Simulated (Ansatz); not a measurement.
We consider zinc-blende AlSb, described by rVV10 in Ansatz (plane waves, PAW).

Run with plane-wave cutoff 520 eV, 10×10×10 k mesh, Fermi–Dirac smearing 0.01 eV, scalar-relativistic PAW data made under PBE.

Response to compression and expansion:

```csv
V (Å³/atom),P (GPa),direct gap at Γ (eV)
28.657,3.44,1.573
29.267,2.17,1.404
29.877,1.02,1.242
30.487,0.00,1.086
31.096,-0.92,0.936
31.706,-1.74,0.791
32.316,-2.47,0.652
```

A straight line through the gaps at Γ against ln V gives a volume deformation potential dE_g(Γ)/d ln V of -7.7 eV: the gap at Γ widens under compression.

Measured, for comparison: band gap 1.73 eV (zero-point renormalisation of 35 meV (experimental, the table's column) added back, indirect; as tabulated in Miglio et al. (2020), arXiv:2011.12765).

Spin–orbit coupling is not included; with these elements it can move the gap by several tenths of an eV or more.

Ansatz is a first-principles code.
